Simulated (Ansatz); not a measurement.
Ag under changes of volume

One of the cells (17.048 Å³/atom); the others are scaled copies at fixed shape and fractional positions:

```
Ag
1.0
     0.00000    2.04275    2.04275
     2.04275    0.00000    2.04275
     2.04275    2.04275    0.00000
Ag
1
Direct
  0.00000 0.00000 0.00000
```

```yaml
Program: Ansatz 0.2.0
Functional: HISS
Potentials_or_basis: Ansatz PAW
Cutoff: "420 eV (not typed: the program's choice for these potentials)"
k_mesh: 6 × 6 × 6
Occupations: fermi-dirac, width 0.05 eV
Spin: no spin polarisation
```

```tsv
volume (Å³/atom)	energy over the lowest point (meV/atom)	pressure (GPa)
16.025	?	?
16.366	45.73	10.1
16.707	27.37	7.3
17.048	14.56	4.9
17.389	6.37	3.0
17.730	1.78	1.4
18.071	0.00	0.0
```

Question: What does the run at 16.025 Å³/atom give?

Answer: Energy over the lowest point 70.45 meV/atom; pressure 13.2 GPa.

Worked out: A Birch-Murnaghan fit of order 3 (a polynomial in V^(-2/3)) to the other rows has its minimum at 18.17 Å³/atom, just outside them, with B0 = V·E''(V) = 50 GPa (rough, since the energies scatter). It gives 71.02 meV/atom at 16.025 Å³/atom, against the run's 70.45, and -dE/dV = 13.7 GPa, against 13.2.

Energies are extrapolated to zero smearing.

Caveats: all runs use coarse meshes; the PAW data sets come from PBE, with cores solved anew for the run's functional, which leaves a small shift of forces and pressure; the thresholds are loose for stress.
